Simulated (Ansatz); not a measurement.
Quadrupolar parameters in Ba4Zr3S10

The cell is a computed structure from the Materials Project (it need not be an observed phase).

Space group I4/mmm (No. 139); a = 5.0489, c = 35.9262 Å.

| site | Wyckoff | site symmetry | x | y | z |
| --- | --- | --- | --- | --- | --- |
| Ba1 | 4e | 4mm | 0.0000 | 0.0000 | 0.4326 |
| Ba3 | 4e | 4mm | 0.0000 | 0.0000 | 0.3003 |
| Zr5 | 2a | 4/mmm | 0.0000 | 0.0000 | 0.0000 |
| Zr6 | 4e | 4mm | 0.0000 | 0.0000 | 0.8568 |
| S8 | 8g | 2mm. | 0.5000 | 0.0000 | 0.3606 |
| S12 | 4c | mmm. | 0.0000 | 0.5000 | 0.0000 |
| S14 | 4e | 4mm | 0.0000 | 0.0000 | 0.2131 |
| S15 | 4e | 4mm | 0.0000 | 0.0000 | 0.9295 |

One atom of each set is listed; the run and its k-mesh use a cell of 17 atoms with edges of 18.31, 18.31, 18.31 Å.

Level of theory: DFT, r2SCAN, plane waves and PAW, scalar-relativistic, 500 eV cutoff, Γ-centred 8×8×8 k-points, Fermi–Dirac smearing 0.02 eV (Ansatz 0.2.0).

Conventions: |V_zz| ≥ |V_yy| ≥ |V_xx|, η = (V_xx − V_yy)/V_zz, C_Q = eQV_zz/h.

¹³⁷Ba: I = 3/2, Q = 236.0 mb; ⁹¹Zr: I = 5/2, Q = -176.0 mb; ³³S: I = 3/2, Q = -69.40 mb. Q values from Pyykkö, Mol. Phys. 116, 1328 (2018).

```
site  atoms                                      first shell  V_zz (10²¹ V/m²)     η  C_Q (MHz)
 Ba1      2                              12 S at 3.50–3.62 Å              1.37  0.00       7.83
 Ba3      2                               9 S at 3.13–3.60 Å             -5.36  0.00      -30.6
 Zr5      1                               6 S at 2.52–2.53 Å             -0.98  0.00       4.16
 Zr6      2                               6 S at 2.51–2.61 Å             -1.51  0.00       6.42
  S8      4  2 Zr at 2.53 Å, angle 174°; also 2 Ba at 3.33 Å             -1.41  0.78       2.36
 S12      2                       2 Zr at 2.52 Å, angle 180°             -1.14  0.54       1.92
 S14      2              1 Zr at 2.51 Å; also 1 Ba at 3.13 Å             -1.39  0.00       2.33
 S15      2                  2 Zr at 2.53–2.61 Å, angle 180°              1.40  0.00      -2.35
```

An axis of threefold or higher order runs through Ba1, Ba3, Zr5, Zr6, S14 and S15, so V_zz lies along it and η is zero.

Without spin–orbit coupling (the program notes it for Ba and Zr) the gradients can shift somewhat, as the gap is small. With a gap of 0.8 eV on this mesh, small gradients can still move by 0.1 × 10²¹ V/m² or more as the k-mesh gets denser.
